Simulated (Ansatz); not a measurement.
Bi2Te3 (Tellurobismuthite):

```xyz
5
Lattice="2.1930 1.2661 10.1657 -2.1930 1.2661 10.1657 0.0000 -2.5323 10.1657" Properties=species:S:1:pos:R:3 pbc="T T T"
Bi    0.0000    0.0000   18.2982
Bi    0.0000    0.0000   12.1988
Te    0.0000    0.0000   24.1079
Te    0.0000    0.0000    6.3891
Te    0.0000    0.0000    0.0000
```

Base run:

| Item | Value |
| --- | --- |
| Program | Ansatz 0.2.0 |
| Functional | r2SCAN |
| Potentials or basis | Ansatz PAW |
| Cutoff | 500 eV (not typed: the program's choice for these potentials) |
| k mesh | 7 × 7 × 7 |
| Occupations | fermi-dirac, width 0.05 eV |
| Spin | no spin polarisation |

Its results: band gap on the k mesh 0.52 eV, direct; pressure 1.3 GPa; largest force 0.290 eV/Å.

Q: After a change of settings the same cell gave: band gap on the k mesh 0.34 eV, direct; pressure 3.3 GPa; largest force 0.036 eV/Å. Which change was it?
A. functional from r2SCAN to BLYP; cutoff from 500 eV (not typed: the program's choice for these potentials) to 420 eV (not typed: the program's choice for these potentials)
B. functional from r2SCAN to RPBE; cutoff from 500 eV (not typed: the program's choice for these potentials) to 420 eV (not typed: the program's choice for these potentials)
C. functional from r2SCAN to PBE; cutoff from 500 eV (not typed: the program's choice for these potentials) to 420 eV (not typed: the program's choice for these potentials)
D. functional from r2SCAN to LDA; cutoff from 500 eV (not typed: the program's choice for these potentials) to 420 eV (not typed: the program's choice for these potentials)

A: B.

r2SCAN gives the wider gap, since meta-GGAs in the generalised Kohn-Sham scheme recover part of the derivative discontinuity.

Caveats: spin-orbit coupling is left out, which as a rule narrows the gap of such compounds by several tenths of an eV; the PAW data sets come from PBE, with cores solved anew for the run's functional, which leaves a small shift of forces and pressure.
